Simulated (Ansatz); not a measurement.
Runs of Ansatz 0.2.0 on Ni. Symmetry: Fm-3m, No. 225, cubic system. Conventional cell: a = 3.475 Å, b = 3.475 Å, c = 3.475 Å, α = 90.00°, β = 90.00°, γ = 90.00°. Ni (site symmetry m-3m) has 12 Ni at 2.46 Å as nearest neighbours. 

| task | level | cell | cutoff (eV) | smearing | gap on the mesh (eV) | pressure (GPa) | moment (μB) |
| --- | --- | --- | --- | --- | --- | --- | --- |
| single point | PBE | as given | 320 | gaussian 0.021 eV | none | 8.0 | 0.64 |
| single point | PBE | as given | 320 | gaussian 0.028 eV | none | 8.0 | 0.64 |
| band structure | RPBE | as given | 320 | fermi-dirac 0.05 eV | - | (a) | 0.63 |
| band structure | PBE | as given | 320 | fermi-dirac 0.05 eV | - | 8.1 | 0.63 |
| relaxation of cell and atoms | PBEsol | relaxed to 20 GPa | - | fermi-dirac 0.05 eV | - | 20.0 | 0.62 |
| relaxation of cell and atoms | PBEsol | relaxed to 30 GPa | - | fermi-dirac 0.05 eV | - | 30.0 | 0.62 |
| relaxation of cell and atoms | PBEsol | relaxed to 5 GPa | - | fermi-dirac 0.05 eV | - | 5.0 | 0.63 |
| relaxation of cell and atoms | LDA | relaxed | - | fermi-dirac 0.05 eV | - | 0.0 | 0.62 |

Alike in all rows: potentials or basis all-electron LAPW, scalar-relativistic; spin collinear, ferromagnetic start; k mesh 13 × 13 × 13; basis error allowed 0.001 eV/atom.

Problem. Estimate the missing entries.

Solution. (a) 13.9.

A gap of «none» marks a metal or a gap under the smearing width.
